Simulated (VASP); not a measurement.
A run of VASP 6.6.1 is set up as follows.

File INCAR:

```
SYSTEM = AlCo
PREC = Accurate
ENCUT = 600
EDIFF = 1E-6
ISMEAR = 1
SIGMA = 0.1
LREAL = .False.
LASPH = .True.
NELM = 80
ALGO = Normal
ISIF = 3
LWAVE = .False.
LCHARG = .False.
GGA = PE
IVDW = 12
IBRION = 2
NSW = 90
EDIFFG = -0.01
```

KPOINTS

```
regular mesh
0
Gamma
  14 14 14
  0 0 0
```

POSCAR

```
AlCo
1.0
    2.8194032100      0.0000000000      0.0000000000
    0.0000000000      2.8194032100      0.0000000000
    0.0000000000      0.0000000000      2.8194032100
Al Co
1 1
Direct
    0.0000000000      0.0000000000      0.0000000000
    0.5000000000      0.5000000000      0.5000000000
```

Potentials or basis: VASP PAW PBE potentials, release 64 (Al, Co).

Command:

```console
$ cat potpaw_PBE.64/Al/POTCAR potpaw_PBE.64/Co/POTCAR > POTCAR
$ mpirun -np 1 vasp_std > vasp.out
```

Q: Estimate the band gap on the k mesh.

A: None (metal or under the smearing width).

Q: Estimate the dispersion energy per atom.

A: -0.449 eV.

Final structure:
```xyz
2
Lattice="2.8194 0.0000 0.0000 0.0000 2.8194 0.0000 0.0000 0.0000 2.8194" Properties=species:S:1:pos:R:3 pbc="T T T"
Al    0.0000    0.0000    0.0000
Co    1.4097    1.4097    1.4097
```

Caveat: the relaxation stopped at its first step, so nothing moved. Spin polarisation is off, so any magnetic state and its effect on volume and gap are missing.
